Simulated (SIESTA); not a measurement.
Crystal: Ge.

```
Ge
1.0
     0.00000    2.82891    2.82891
     2.82891    0.00000    2.82891
     2.82891    2.82891    0.00000
Ge
2
Direct
  0.75000 0.75000 0.75000
  0.50000 0.50000 0.50000
```

Base run:

| Item | Value |
| --- | --- |
| Program | SIESTA 5.4.2 |
| Functional | BLYP |
| Potentials or basis | PseudoDojo 0.4 standard (PBE files) |
| Basis | DZP (energy shift 0.003 Ry; two zetas on semicore shells) |
| Grid cutoff | 800 Ry |
| Energy shift | 0.003 Ry |
| k mesh | 8 × 8 × 8 |
| Occupations | fermi-dirac, width 0.05 eV |
| Spin | no spin polarisation |

Its results: band gap on the k mesh none (metal or under the smearing width); pressure 7.9 GPa.

Q: The run is repeated on the same cell with these changes: functional from BLYP to RPBE. What comes out?

A: Band gap on the k mesh 0.24 eV, direct; pressure 7.5 GPa.

Caveats: the potentials were made for another functional, which shifts forces and pressure; the basis of atomic orbitals isn't converged, which shifts pressures, moduli and gaps.
